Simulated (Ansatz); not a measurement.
The same calculation of CuI, space group Cmcm as a Python script and as an input file (Ansatz 0.2.0, Python API).

`eps_cui.py`:
```python
"""Response of CuI to an electric field."""

import ansatz
import numpy as np


def main() -> None:
    cui = (
        ansatz.Lattice.from_parameters(7.466335, 7.422173, 4.306998, alpha=90, beta=90, gamma=90)
        .space_group(63, hermann_mauguin="Cmcm")
        .atom("Cu", (0.5, 0.079561, 0.75))
        .atom("I", (0.5, 0.729957, 0.75))
        .primitive()
    )

    # an insulator: whole occupations
    setup = cui.calculation()
    setup = setup.functional("pbesol")
    setup = setup.basis(380)
    setup = setup.kpoints(spacing=0.29)
    setup = setup.scf(tolerance=1e-09, max_iterations=80, lower_state_search="off", algorithm="density_mixing")
    setup = setup.occupations("fixed")
    setup = setup.dielectric()
    res = setup.run(threads=1, backend="cpu")
    response = res.dielectric
    eps = np.asarray(response.eps_inf)

    print(f"mean eps_inf {np.trace(eps) / 3:.3f}, fraction of exact exchange 1/eps = {3 / np.trace(eps):.3f}")
    print(np.array2string(eps, precision=3, suppress_small=True))
    for index, (site, z) in enumerate(zip(res.lattice.sites, response.zstar_e)):
        print("Born charge tensor of", site.symbol, index)
        print(np.round(z, 3) + 0.0)
    print(f"charge neutrality missed by {response.zstar_sum_residual_pre_e:.4f} e before the sum rule")


if __name__ == "__main__":
    main()
```

```console
$ python eps_cui.py
DeckWarning: basis.ecutwfc = 380 eV is below the records' recommended 420 eV, and the density's cutoff is lower with it unless basis.ecutrho_ratio is high enough to keep the records' density cutoff: compare with a run at a higher cutoff
mean eps_inf 5.435, fraction of exact exchange 1/eps = 0.184
[[3.872 0.    0.   ]
 [0.    5.738 0.   ]
 [0.    0.    6.695]]
Born charge tensor of Cu 0
[[0.401 0.    0.   ]
 [0.    0.938 0.   ]
 [0.    0.    1.217]]
Born charge tensor of Cu 1
[[0.401 0.    0.   ]
 [0.    0.938 0.   ]
 [0.    0.    1.217]]
Born charge tensor of I 2
[[-0.401  0.     0.   ]
 [ 0.    -0.938  0.   ]
 [ 0.     0.    -1.217]]
Born charge tensor of I 3
[[-0.401  0.     0.   ]
 [ 0.    -0.938  0.   ]
 [ 0.     0.    -1.217]]
charge neutrality missed by 0.0028 e before the sum rule
```
(Warnings from the package without file and line.)

`input.yaml`:
```yaml
crystal:
  lattice:
    a: 7.466335
    b: 7.422173
    c: 4.306998
    alpha: 90.0
    beta: 90.0
    gamma: 90.0
  space_group: 63
  setting:
    hermann_mauguin: Cmcm
  atoms:
    - { symbol: Cu, position: [0.5, 0.079561, 0.75] }
    - { symbol: I, position: [0.5, 0.729957, 0.75] }
  reduce_to_primitive: true
basis:
  ecutwfc: 380.0
kpoints:
  mp_grid:
    kspacing: 0.29
hamiltonian:
  xc: pbesol
scf:
  max_iter: 80
  algorithm: density_mixing
  convergence:
    dr2_threshold: 1.0e-09
  lower_state_search: "off"
  occupations:
    method: fixed
dielectric: {}
```

Notes:
- These settings explore the input space; cutoff and mesh may be short of convergence.
- The cutoff lies under the one recommended for these potentials.
- The Fermi level of a run with fixed occupations marks the highest occupied state on its mesh, not mid-gap.
- Averages over directions belong to no single polarisation, least of all in layered crystals.
- Pressure is positive in compression.
- Without a Hubbard U or exact exchange, semilocal functionals often make such 3d compounds metallic or too weakly gapped.
- The structure comes from a database of computed cells and needn't be a stable or known phase.
- This is the electronic (clamped-ion) response; a semilocal gap that is too small tends to raise it. The typed mesh is that of the SCF; the response is solved on denser meshes that the run picks.
- Run time: 6.1 min on 1 thread of Intel(R) Xeon(R) Platinum 8488C (Sapphire Rapids) (shared host), peak memory 2.3 GiB.
